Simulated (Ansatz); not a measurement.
Level of theory: DFT PBE, scalar-relativistic, plane waves, PAW in Ansatz. All cells share a 420 eV cutoff and Γ-centred k meshes spaced at most about 0.3 Å⁻¹ (about 0.25 or finer for metals, 2π included). No spin polarisation.

All energies are static (0 K, no zero-point motion).

Two relaxed structures of Mg2GeN3:

A.

```cif
data_structure
_symmetry_space_group_name_H-M 'C2/m'
_symmetry_Int_Tables_number 12
_cell_length_a 5.2490
_cell_length_b 9.1133
_cell_length_c 5.3229
_cell_angle_alpha 90.000
_cell_angle_beta 109.312
_cell_angle_gamma 90.000
_cell_volume 240.30
loop_
_atom_site_label
_atom_site_type_symbol
_atom_site_symmetry_multiplicity
_atom_site_Wyckoff_symbol
_atom_site_fract_x
_atom_site_fract_y
_atom_site_fract_z
_atom_site_occupancy
Mg1 Mg 2 c 0.00000 0.00000 0.50000 1
Mg2 Mg 4 h 0.50000 0.16281 0.50000 1
Mg3 Mg 2 b 0.50000 0.00000 0.00000 1
Ge1 Ge 4 g 0.50000 0.33384 0.00000 1
N1 N 8 j 0.75322 0.17617 0.22993 1
N2 N 4 i 0.77360 0.00000 0.76710 1
```

B.

```cif
data_structure
_symmetry_space_group_name_H-M 'Imm2'
_symmetry_Int_Tables_number 44
_cell_length_a 3.0294
_cell_length_b 9.9480
_cell_length_c 4.9913
_cell_angle_alpha 90.000
_cell_angle_beta 90.000
_cell_angle_gamma 90.000
_cell_volume 150.42
loop_
_atom_site_label
_atom_site_type_symbol
_atom_site_symmetry_multiplicity
_atom_site_Wyckoff_symbol
_atom_site_fract_x
_atom_site_fract_y
_atom_site_fract_z
_atom_site_occupancy
Mg1 Mg 4 d 0.50000 0.16447 0.51179 1
Ge1 Ge 2 a 0.00000 0.00000 0.00775 1
N1 N 4 d 0.50000 0.34488 0.72028 1
N2 N 2 b 0.50000 0.00000 0.77811 1
```

Question: Which form is favoured at zero pressure, and by what margin per atom?

Answer: B is lower, by 76 meV/atom. A has Mg and Ge ordered on rock salt sites, space group C2/m (No. 12), 10.0 Å³/atom and no gap on its mesh; B has Mg and Ge ordered on zinc blende sites, space group Imm2 (No. 44), 12.5 Å³/atom and no gap. Counting N atoms around Ge and Mg (those within 1.25 times the shortest such distance or 1.15 times the sum of covalent radii, 1.27 where that leaves under three), A has Mg 6, Ge 6 and B has Mg 4, Ge 4. The lower one is the more open, so pressure narrows the difference. In A, Mg on a site of symmetry 2/m has 6 N at 2.13–2.26 Å; Ge has 6 N at 2.06–2.07 Å; N on a site of symmetry 1 is surrounded by 2 Ge at 2.06 Å and 4 Mg at 2.16–2.26 Å; 3 more sites not described. In B, around Mg lie 4 N at 2.07–2.11 Å; Ge has 4 N at 1.87–1.90 Å; N on a site of symmetry m is surrounded by 1 Ge at 1.87 Å and 3 Mg at 2.07–2.10 Å; 1 more site not described. Both come from invented guesses. The lowest form computed isn't among them: it has Mg and Ge ordered on wurtzite sites, space group Cmc2_1 (No. 36), 12.5 Å³/atom and lies 27 meV/atom below the best shown.

In Imm2 an odd number of electrons in the primitive cell allows no gap without spin; a larger cell or a magnetic state could open one. Cells relaxed within their symmetry can be saddle points. Some candidate types were left out of the draw beforehand, so a known form may be missing.
